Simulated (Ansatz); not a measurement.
Sb in Ansatz: the effect of functional

Crystal: Sb.

```
Sb
1.0
     3.42032    0.00000    0.00000
    -1.71016    2.96209    0.00000
     0.00000    0.00000    5.57745
Sb
2
Direct
  0.66667 0.33333 0.75000
  0.33333 0.66667 0.25000
```

This isn't the form of Sb at room conditions, which is rhombohedral.

The cell isn't the ideal one: volume scaled by 1.06.

Alike in all runs:

* Program: Ansatz 0.2.0
* Task: single point
* Potentials or basis: Ansatz PAW
* k mesh: 9 × 9 × 5
* Occupations: fermi-dirac, width 0.05 eV
* Spin: no spin polarisation

```tsv
functional	cutoff	pressure (GPa)
LDA	420 eV (not typed: the program's choice for these potentials)	?
PBEsol	420 eV (not typed: the program's choice for these potentials)	-4.7
r2SCAN	500 eV (not typed: the program's choice for these potentials)	-2.6
```

Problem. What does the run with functional LDA give?

Solution. Pressure -5.7 GPa.

Caveats: the PAW data sets come from PBE, with cores solved anew for the run's functional, which leaves a small shift of forces and pressure.
